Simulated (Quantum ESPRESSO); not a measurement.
# Energy and gap at +3 % biaxial strain: 2H-WSe2, 1 layer

**Set-up.** Quantum ESPRESSO 7.5 driven by ASE, PBE, GBRV ultrasoft, ESM (bc1); atomic heights clamped; cell area 9.545 Å² at zero strain.

| strain (%) | energy (meV a cell) | gap on the mesh (eV) |
| --- | --- | --- |
| −3 | 110.77 | 1.652 |
| −1.5 | 27.35 | 1.668 |
| 0 | 0.00 | 1.550 |
| +1.5 | 22.46 | 1.408 |

One more run was made and is withheld. What are energy and gap at +3 %, and how stiff is the sheet?

By hand: About zero, E'' = (27.35 + 22.46 − 2 × 0.00)/1.5² = 22.14 meV per %² and E' = (22.46 − 27.35)/3 = −1.63 meV per %. With E = A K ε², where K = (C11 + C22)/2 + C12 (C11 + C12 for a hexagonal sheet), K = 22.14 × 10/(2 × 9.545) × 16.02 = 186 N/m. The parabola gives E(+3 %) = 0.00 + 3 × (−1.63) + 4.5 × 22.14 = 94.7 meV. Continuing the last slope, the gap is 2 × 1.408 − 1.550 = 1.266 eV.

**Check.** E = 89.3 meV and the gap 1.282 eV. The parabola misses by +5.4 meV, too high, since bonds soften under tension. The gap's line misses by −0.016 eV.

Caveats: Clamped heights stiffen sheets with several planes. Semilocal gap, no spin-orbit coupling.
